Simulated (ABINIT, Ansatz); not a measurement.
# NaI (Fm-3m): one start, several treatments of the self-energy, part 2 of 2

Wanted: the gap of NaI (Fm-3m) under several approximations, with cost.

ABINIT 10.8.3; PBE and many-body steps on it, plane waves. Known limits of the many-body steps: not at the basis limit; no spin-orbit coupling.

So far. Step 5 (G0W0, Hybertsen-Louie plasmon pole): Against G0W0 in ABINIT (4×4×4 mesh, 70 bands, screening to 114.3 eV, Godby-Needs plasmon pole), the gap moves by −0.231 eV. Step 6 (G0W0, von der Linden-Horsch plasmon pole): Against G0W0 in ABINIT (4×4×4 mesh, 70 bands, screening to 114.3 eV, Godby-Needs plasmon pole), the gap moves by +0.069 eV.

## 7. One-shot COHSEX

This step: one-shot COHSEX on PBE, plane waves, norm-conserving pseudopotentials.

run.abi reads:

```
acell 3*1.0 Angstrom
rprim 
  -0.000000000000 3.236400000000 3.236400000000
  3.236400000000 0.000000000000 3.236400000000
  3.236400000000 3.236400000000 0.000000000000
ntypat 2
znucl 11 53
natom 2
typat 1 2
xred 
  0.000000000000 0.000000000000 0.000000000000
  0.500000000000 0.500000000000 0.500000000000
pp_dirpath "pseudos"
pseudos "Na.upf, I.upf"
ecut 38
ngkpt 4 4 4
nshiftk 1
shiftk 0 0 0
kptopt 1
chksymbreak 0
istwfk *1
occopt 1
irdwfk 1
optdriver 4
nband 70
gwcalctyp 7
ecutsigx 38
symsigma 1
nkptgw 1
kptgw 
  0.0000000000 0.0000000000 0.0000000000
bdgw 
  6 12
ecuteps 4.2
irdscr 1
indata_prefix "in"
outdata_prefix "out"
tmpdata_prefix "tmp"
```

Started as:

```sh
$ OMP_NUM_THREADS=1 mpirun -n 4 abinit run.abi > log
```

Numbers of over 12 decimals in the logs are rounded to 6 here.

Output:

```text
.Version 10.8.3 of ABINIT. v10.8.2 released Aug 2026.

 Symmetries : space group Fm -3 m (#225); Bravais cF (face-center cubic)
[... echo of the input left out ...]
== DATASET  1 ==================================================================
-   mpi_nproc: 4, omp_nthreads: 1 (-1 if OMP is not activated)

--- !DatasetInfo
iteration_state: {dtset: 1, }
dimensions: {natom: 2, nkpt: 8, mband: 70, nsppol: 1, nspinor: 1, nspden: 1, mpw: 5124, }
cutoff_energies: {ecut:  38.0, pawecutdg:  -1.0, }
[...]
10   8.073  -7.141  -3.086  -4.231   1.000   0.000  -7.316  -0.175   7.897
       11   8.073  -7.141  -3.086  -4.231   1.000   0.000  -7.316  -0.175   7.897
       12   8.073  -7.141  -3.086  -4.231   1.000   0.000  -7.316  -0.175   7.897

== END DATASET(S) ==============================================================
================================================================================

 -outvars: echo values of variables after computation  --------
           etotal      0.0000000000E+00
            nband          70
             nkpt           8
          spgroup         225
 [... the other variables as echoed above ...]

 Calculation completed.
```

Wall time 3.2 s (4 MPI ranks of Intel Xeon Platinum 8375C at 2.90GHz (Ice Lake), shared host); peak memory 0.68 GiB; 12 s of CPU time.

This step gave:

| Quantity | Value |
| --- | --- |
| quasiparticle gap on the points computed | 6.541 eV |
| starting gap on the mesh | 3.639 eV |
| k of the valence top | 0, 0, 0 |
| k of the conduction bottom | 0, 0, 0 |
| least direct quasiparticle gap on the computed points | 6.541 eV |

Against G0W0 in ABINIT (4×4×4 mesh, 70 bands, screening to 114.3 eV, Godby-Needs plasmon pole), the gap moves by +1.115 eV.

## 8. One-shot Hartree-Fock

This step: one-shot Hartree-Fock on PBE, plane waves, norm-conserving pseudopotentials.

Edit run.abi of step 7 so:

```diff
@@ -24,4 +24,4 @@
 optdriver 4
-nband 70
-gwcalctyp 7
+nband 12
+gwcalctyp 5
 ecutsigx 38
@@ -33,4 +33,3 @@
   6 12
-ecuteps 4.2
-irdscr 1
+ixc_sigma 40
 indata_prefix "in"
```

Output:

```text
.Version 10.8.3 of ABINIT. v10.8.2 released Aug 2026.

 Symmetries : space group Fm -3 m (#225); Bravais cF (face-center cubic)
[... echo of the input left out ...]
== DATASET  1 ==================================================================
-   mpi_nproc: 4, omp_nthreads: 1 (-1 if OMP is not activated)

--- !DatasetInfo
iteration_state: {dtset: 1, }
dimensions: {natom: 2, nkpt: 8, mband: 12, nsppol: 1, nspinor: 1, nspden: 1, mpw: 5124, }
cutoff_energies: {ecut:  38.0, pawecutdg:  -1.0, }
[...]
10   8.073  -7.141  -3.086   0.000   1.000   0.000  -3.086   4.055  12.128
       11   8.073  -7.141  -3.086   0.000   1.000   0.000  -3.086   4.055  12.128
       12   8.073  -7.141  -3.086   0.000   1.000   0.000  -3.086   4.055  12.128

== END DATASET(S) ==============================================================
================================================================================

 -outvars: echo values of variables after computation  --------
           etotal      0.0000000000E+00
            nband          12
             nkpt           8
          spgroup         225
 [... the other variables as echoed above ...]

 Calculation completed.
```

It took 4.1 s on 4 MPI ranks; peak memory 0.63 GiB.

This step gave:

- quasiparticle gap on the points computed: 10.27 eV
- starting gap on the mesh: 3.639 eV
- k of the valence top: 0, 0, 0
- k of the conduction bottom: 0, 0, 0
- least direct quasiparticle gap on the computed points: 10.27 eV

Against G0W0 in ABINIT (4×4×4 mesh, 70 bands, screening to 114.3 eV, Godby-Needs plasmon pole), the gap moves by +4.839 eV.

## 9. Screening, 4×4×4 mesh, 70 bands, screening to 114.3 eV

This step: RPA screening on PBE, plane waves, norm-conserving pseudopotentials.

Edit run.abi of step 8 so:

```diff
@@ -23,13 +23,14 @@
 irdwfk 1
-optdriver 4
-nband 12
-gwcalctyp 5
-ecutsigx 38
-symsigma 1
-nkptgw 1
-kptgw 
-  0.0000000000 0.0000000000 0.0000000000
-bdgw 
-  6 12
-ixc_sigma 40
+optdriver 3
+nband 70
+ecuteps 4.2
+inclvkb 2
+awtr 1
+symchi 1
+gwcalctyp 2
+nfreqre 16
+freqremax 40 eV
+nfreqim 8
+spmeth 1
+nomegasf 120
 indata_prefix "in"
```

Output:

```text
.Version 10.8.3 of ABINIT. v10.8.2 released Aug 2026.

 Symmetries : space group Fm -3 m (#225); Bravais cF (face-center cubic)
[... echo of the input left out ...]
== DATASET  1 ==================================================================
-   mpi_nproc: 4, omp_nthreads: 1 (-1 if OMP is not activated)

--- !DatasetInfo
iteration_state: {dtset: 1, }
dimensions: {natom: 2, nkpt: 8, mband: 70, nsppol: 1, nspinor: 1, nspden: 1, mpw: 5124, }
cutoff_energies: {ecut:  38.0, pawecutdg:  -1.0, }
electrons: {nelect:   1.60000000E+01, charge:   0.00000000E+00, occopt:   1.00000000E+00, tsmear:   1.00000000E-02, }

 SCREENING: Calculation of the susceptibility and dielectric matrices

 Based on a program developped by R.W. Godby, V. Olevano, G. Onida, and L. Reining.
 Incorporated in ABINIT by V. Olevano, G.-M. Rignanese, and M. Torrent.
.Using double precision arithmetic ; gwpc =  8

[... cell and pseudopotentials left out ...]
--------------------------------------------------------------------------------

 ==== K-mesh for the wavefunctions ====
 Number of points in the irreducible wedge :     8
[... list of points left out ...]
 Together with 48 symmetry operations and time-reversal symmetry
 yields    64 points in the full Brillouin Zone.

 ==== Q-mesh for the screening function ====
 Number of points in the irreducible wedge :     8
[... list of points left out ...]
 Together with 48 symmetry operations and time-reversal symmetry
 yields    64 points in the full Brillouin Zone.

 setmesh: FFT mesh size selected  =    32x   32x   32
          total number of points  =        32768

 vcoul_init : cutoff-mode = AUXILIARY_FUNCTION
 q-points for optical limit:   1
     1)      0.000010    0.000020    0.000030

- screening: taking advantage of time-reversal symmetry
- Maximum band index for partially occupied states nbvw = 8
- Remaining bands to be divided among processors   nbcw = 62
- Number of bands treated by each node ~15

 Number of electrons calculated from density =   16.0000; Expected =   16.0000
 average of density, n =  0.034971
 r_s =    1.8970
 omega_plasma =   18.0389 [eV]

 calculating chi0 at frequencies [eV] :
  1    0.000000E+00    0.000000E+00
  2    2.666667E+00    0.000000E+00
  3    5.333333E+00    0.000000E+00
[...]
23    0.000000E+00    4.594183E+01
 24    0.000000E+00    6.468659E+01

--------------------------------------------------------------------------------
  q-point number  1        q = ( 0.000000, 0.000000, 0.000000) [r.l.u.]
--------------------------------------------------------------------------------
[... chi0 elements left out ...]
  [... further frequencies ...]

 No. of calculated frequencies >  15, stop printing
 For q-point:  0.000010 0.000020 0.000030
  dielectric constant =   3.2559
  dielectric constant without local fields =   3.9593

  Average fulfillment of the sum rule on Im[epsilon] for q-point    1 :     57.56  [%]
[... wings left out ...]
  q-point number  2        q = ( 0.250000, 0.000000, 0.000000) [r.l.u.]
--------------------------------------------------------------------------------
[... chi0 elements left out ...]
  [... further frequencies ...]

 No. of calculated frequencies >  15, stop printing
  Average fulfillment of the sum rule on Im[epsilon] for q-point    2 :     68.54  [%]

 [... 6 further q-points ...]
```

Wall time 34 s (4 MPI ranks); peak memory 1.1 GiB.

This step gave:

* ε∞ with local fields, on this mesh, along the program's q direction: 3.256
* the same without local fields: 3.959
* plasma frequency: 18.04 eV
* plane waves in the screening matrix: 169

## 10. G0W0, contour deformation

This step: G0W0 on PBE, plane waves, norm-conserving pseudopotentials.

Edit run.abi of step 9 so:

```diff
@@ -23,14 +23,14 @@
 irdwfk 1
-optdriver 3
+optdriver 4
 nband 70
+gwcalctyp 2
+ecutsigx 38
+symsigma 1
+nkptgw 1
+kptgw 
+  0.0000000000 0.0000000000 0.0000000000
+bdgw 
+  6 12
 ecuteps 4.2
-inclvkb 2
-awtr 1
-symchi 1
-gwcalctyp 2
-nfreqre 16
-freqremax 40 eV
-nfreqim 8
-spmeth 1
-nomegasf 120
+irdscr 1
 indata_prefix "in"
```

Output:

```text
.Version 10.8.3 of ABINIT. v10.8.2 released Aug 2026.

 Symmetries : space group Fm -3 m (#225); Bravais cF (face-center cubic)
[... echo of the input left out ...]
== DATASET  1 ==================================================================
-   mpi_nproc: 4, omp_nthreads: 1 (-1 if OMP is not activated)

--- !DatasetInfo
iteration_state: {dtset: 1, }
dimensions: {natom: 2, nkpt: 8, mband: 70, nsppol: 1, nspinor: 1, nspden: 1, mpw: 5124, }
cutoff_energies: {ecut:  38.0, pawecutdg:  -1.0, }
[...]
7   0.107 -11.384 -14.313   1.536   0.791  -0.264 -12.486  -1.102  -0.995
[...]
12   8.073  -7.141  -3.086  -3.166   0.817  -0.224  -6.415   0.726   8.799
       12   0.000   0.000   0.000  -0.001   0.000   0.000  -0.001  -0.001  -0.001

== END DATASET(S) ==============================================================
================================================================================

 -outvars: echo values of variables after computation  --------
           etotal      0.0000000000E+00
            nband          70
             nkpt           8
          spgroup         225
 [... the other variables as echoed above ...]

 Calculation completed.
```

The job ended after 6.6 s (4 MPI ranks; peak memory 0.89 GiB; 26 s of CPU time).

Numbers from this step:

```yaml
g0w0_gap_on_the_points_computed: 5.407 eV
starting_gap_on_the_mesh: 3.639 eV
k_of_the_valence_top: 0, 0, 0
k_of_the_conduction_bottom: 0, 0, 0
least_direct_g0w0_gap_on_the_computed_points: 5.407 eV
```

Against G0W0 in ABINIT (4×4×4 mesh, 70 bands, screening to 114.3 eV, Godby-Needs plasmon pole), the gap moves by −0.019 eV.

## 11. Side by side

Times are wall times on 4 MPI ranks of Intel Xeon Platinum 8375C at 2.90GHz (Ice Lake), shared host, good to a factor of about two. A run's time includes the screening step that it read.

```csv
run,mesh,bands,screening cutoff (eV),DFT gap (eV),gap on the mesh (eV),direct (eV),ε∞ used,time
"G0W0, Godby-Needs plasmon pole",4×4×4,70,114.3,3.639,5.426,5.426,3.23,18 s
"G0W0, Hybertsen-Louie plasmon pole",4×4×4,70,114.3,3.639,5.195,5.195,3.23,18 s
"G0W0, von der Linden-Horsch plasmon pole",4×4×4,70,114.3,3.639,5.495,5.495,3.23,17 s
one-shot COHSEX,4×4×4,70,114.3,3.639,6.541,6.541,3.23,16 s
one-shot Hartree-Fock,4×4×4,-,-,3.639,10.265,10.265,-,4.1 s
"G0W0, contour deformation",4×4×4,70,114.3,3.639,5.407,5.407,3.26,40 s
```

## 12. What came out

| Property | Result |
| --- | --- |
| G0W0, Godby-Needs plasmon pole | 5.426 eV |
| G0W0, Hybertsen-Louie plasmon pole | 5.195 eV |
| G0W0, von der Linden-Horsch plasmon pole | 5.495 eV |
| one-shot COHSEX | 6.541 eV |
| one-shot Hartree-Fock | 10.265 eV |
| G0W0, contour deformation | 5.407 eV |
| known limits | not at the basis limit; no spin-orbit coupling |

G0W0, Hybertsen-Louie plasmon pole: −0.231 eV against G0W0, Godby-Needs plasmon pole. G0W0, von der Linden-Horsch plasmon pole: +0.069 eV against G0W0, Godby-Needs plasmon pole. One-shot COHSEX: +1.115 eV against G0W0, Godby-Needs plasmon pole. One-shot Hartree-Fock: +4.839 eV against G0W0, Godby-Needs plasmon pole. G0W0, contour deformation: −0.019 eV against G0W0, Godby-Needs plasmon pole. Bare exchange alone opens the gap to 10.27 eV; against G0W0, correlation takes back 4.84 eV. Static COHSEX lies above G0W0: it lacks the factor Z and overstates the Coulomb hole of the filled states. Bands and cutoff are finite, so the gap is not at the basis limit. The miss can reach some tenths of an eV and take either sign; the mesh is an error of its own. In the G0W0 runs levels were corrected at 1 k point alone, so a gap called «on the mesh» is the least over those, and an edge elsewhere would be missed. The many-body steps are scalar-relativistic: spin-orbit coupling is not in them.

[Paths, hosts, dates, memory and timing lines, banners, echoed tables and standing remarks are left out of the program output.]

[Logs are printed without paths, hosts, clocks, repeated set-up lines and the standing remarks that a program may print on its own settings, such as how far it seeks lower states.]

[Runs of the session that timed out or met a known fault of the program may be left out.]

[Hosts, paths, dates, database ids (printed as entryN), source tags and the programs' standing remarks are cut or masked in the printed files.]

[G0W0 gaps are taken among the corrected bands and points alone; a level outside them can change the order at an edge.]

[Where Ansatz stands beside ABINIT at settings called matched, ABINIT's density can come from a denser mesh and the files from another edition; pairs whose starting gaps differed by over 0.03 eV were left out, so agreement reads better than it is.]
